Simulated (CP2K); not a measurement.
**Te2Mo: band structure with PBE**

**What was measured.**

From “Broadband infrared study of pressure-tunable Fano resonance and metallization transition in 2H-MoTe2”, 2022, pmc:9569381, for a bulk crystal of Te2Mo at 300 K: band gap 0.88 ± 0.05 eV (indirect).

Te2Mo:

```
CELL_PARAMETERS angstrom
3.51820 0.00000 0.00000
-1.75910 3.04685 0.00000
0.00000 0.00000 13.97360
ATOMIC_POSITIONS crystal
Te 0.66667 0.33333 0.37900
Te 0.33333 0.66667 0.87900
Te 0.66667 0.33333 0.12100
Te 0.33333 0.66667 0.62100
Mo 0.66667 0.33333 0.75000
Mo 0.33333 0.66667 0.25000
```

* Program: CP2K 2026.2
* Task: band structure
* Functional: PBE
* Potentials or basis: GTH_POTENTIALS Te GTH-PBE-q6, Mo GTH-PBE-q14; DZVP-MOLOPT-SR-GTH basis
* Density cutoff: 6123 eV
* k mesh: 9 × 9 × 2
* Occupations: fermi-dirac, width 0.05 eV
* Spin: no spin polarisation
* SCF solver: diagonalisation with k points
* Quickstep method: GPW
* EPS_DEFAULT: 1.0E-10
* EPS_SCF: 1.0E-6
* MAX_SCF: 100
* SCF_GUESS: ATOMIC
* k points reduced by the point group: yes
* Mesh centred on Gamma: yes
* CHOLESKY: OFF
* EPS_EIGVAL: 1.0E-7
* MIXING METHOD: BROYDEN_MIXING
* MIXING ALPHA: 0.4
* NBUFFER: 8
* NGRIDS: 4
* Basis sets: Te DZVP-MOLOPT-SR-GTH-q6, Mo DZVP-MOLOPT-SR-GTH-q14
* Potentials: Te GTH-PBE-q6 of GTH_POTENTIALS, Mo GTH-PBE-q14 of GTH_POTENTIALS
* ADDED_MOS: [24]
* Points a segment of the path (NPOINTS): 8
* Bands added on the path: 6
* REL_CUTOFF (Ry): 60 Ry
* MIXING BETA (1/bohr): 1.5 1/bohr
* CUTOFF of the grids: 450 Ry

| Item | Value |
| --- | --- |
| Pressure | 5.1 GPa |
| Largest force | 0.364 eV/Å |
| Band gap on the k mesh | 0.77 eV, indirect (least direct gap 1.05 eV) |
| Band gap along the path | 0.71 eV, indirect (least direct gap 1.05 eV) |
| Mulliken charges | Te +0.36; Mo -0.72 e |

Forces on the atoms (eV/Å):
```
Te   0.000  0.000  0.364
Te   0.000  0.000  0.364
Te   0.000  0.000 -0.364
Te   0.000  0.000 -0.364
Mo   0.000  0.000  0.000
Mo   0.000  0.000  0.000
```

Stress tensor (GPa, compression positive):
```
4.99 0.00 0.00
0.00 4.99 0.00
0.00 0.00 5.24
```

Levels at the corners of the path, in eV from the valence-band top:
| point | band 22 | band 23 | band 24 | band 25 | band 26 | band 27 | band 28 | band 29 | band 30 | band 31 |
| --- | --- | --- | --- | --- | --- | --- | --- | --- | --- | --- |
| Γ | -1.08 | -1.07 | -1.07 | -0.40 | 0.00 | 2.87 | 2.87 | 2.98 | 2.98 | 3.05 |
| M | -1.88 | -1.07 | -0.98 | -0.67 | -0.39 | 1.24 | 1.31 | 1.41 | 1.74 | 2.59 |
| K | -3.21 | -1.92 | -1.92 | -0.32 | -0.09 | 0.95 | 0.95 | 1.12 | 2.14 | 2.27 |
| Γ | -1.08 | -1.07 | -1.07 | -0.40 | 0.00 | 2.87 | 2.87 | 2.98 | 2.98 | 3.05 |
| A | -1.09 | -1.09 | -1.09 | -0.10 | -0.10 | 2.89 | 2.89 | 2.89 | 2.89 | 3.21 |
| L | -2.01 | -1.00 | -1.00 | -0.53 | -0.53 | 1.27 | 1.27 | 1.59 | 1.59 | 3.05 |
| H | -2.84 | -2.08 | -2.08 | -0.23 | -0.23 | 0.96 | 0.96 | 1.58 | 1.58 | 2.34 |
| A | -1.09 | -1.09 | -1.09 | -0.10 | -0.10 | 2.89 | 2.89 | 2.89 | 2.89 | 3.21 |
| L | -2.01 | -1.00 | -1.00 | -0.53 | -0.53 | 1.27 | 1.27 | 1.59 | 1.59 | 3.05 |
| M | -1.88 | -1.07 | -0.98 | -0.67 | -0.39 | 1.24 | 1.31 | 1.41 | 1.74 | 2.59 |
| K | -3.21 | -1.92 | -1.92 | -0.32 | -0.09 | 0.95 | 0.95 | 1.12 | 2.14 | 2.27 |
| H | -2.84 | -2.08 | -2.08 | -0.23 | -0.23 | 0.96 | 0.96 | 1.58 | 1.58 | 2.34 |

It took 99 s on 1 thread of Arm Neoverse V1, with other jobs on the host, peak memory 0.51 GiB.

A measured gap of Te2Mo is 0.88 eV (indirect; 300 K; quoted in “Broadband infrared study of pressure-tunable Fano resonance and metallization transition in 2H-MoTe2”, 2022, pmc:9569381); the calculated 0.71 eV misses it by -0.17 eV. Spin-orbit coupling on Mo, Te is left out. The value is that of PBE in an atomic basis (GTH_POTENTIALS Te GTH-PBE-q6, Mo GTH-PBE-q14; DZVP-MOLOPT-SR-GTH basis), whose error adds to the functional's,, without temperature or zero-point motion. Semilocal functionals fall short of measured gaps as a rule.

Caveat: Mulliken charges move with the basis; spin-orbit coupling is left out, which moves the levels of the heavy elements; this functional lacks dispersion, which binds the layers, so the pressure and a relaxed spacing across them are unreliable; the basis of atomic orbitals isn't converged, which shifts pressures, moduli and gaps.
